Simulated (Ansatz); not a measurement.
CuO, DFT, PBE, all-electron PAW with datasets made for the crystal, scalar-relativistic (Ansatz 0.2.0), run on 1 thread of Arm Neoverse V2 on a shared host.

The structure comes from a relaxation in the same program, started in the CsCl type. Whether it is a known phase or the ground state wasn't checked. The listed cell was then made from it by scaling, straining or moving an atom.

Command: `ansatz run input.yaml --threads 1 --pin off --max-ram 2048MiB --backend cpu --events-out ev --progress --plain --runs-dir out`

```yaml
crystal:
  lattice:
    - [2.5834631051, 0.0, 0.0]
    - [0.0, 2.5834631051, 0.0]
    - [0.0, 0.0, 2.5834631051]
  atoms:
    - { symbol: Cu, position: [0.0, 0.0, 0.0] }
    - { symbol: O, position: [0.5, 0.5, 0.5] }
kpoints:
  mp_grid: { grid: [12, 12, 12] }
scf:
  occupations: { method: fermi_dirac, width: 0.08 }
hamiltonian:
  xc: pbe
  pseudopotentials: { kind: all_electron, datasets: crystal }
output:
  forces: true
  stress: true
  eigenvalues: true
  efg: { contact_densities: true }
```

**Question.** How large is the problem that the program sets up?

**Answer.** 84 irreducible k-points, 257 plane waves at Γ, 13 bands.

**Question.** Estimate the wall time and the peak memory.

**Answer.** 7.5 s of wall time for 9 SCF iterations, with a peak of 0.49 GiB. Times on shared machines scatter by tens of per cent.

**Question.** And the same cell and mesh by LAPW (all electrons), asked for forces, stress, eigenvalues, on the same hardware?

**Answer.** 17 s, peak memory 0.41 GiB.
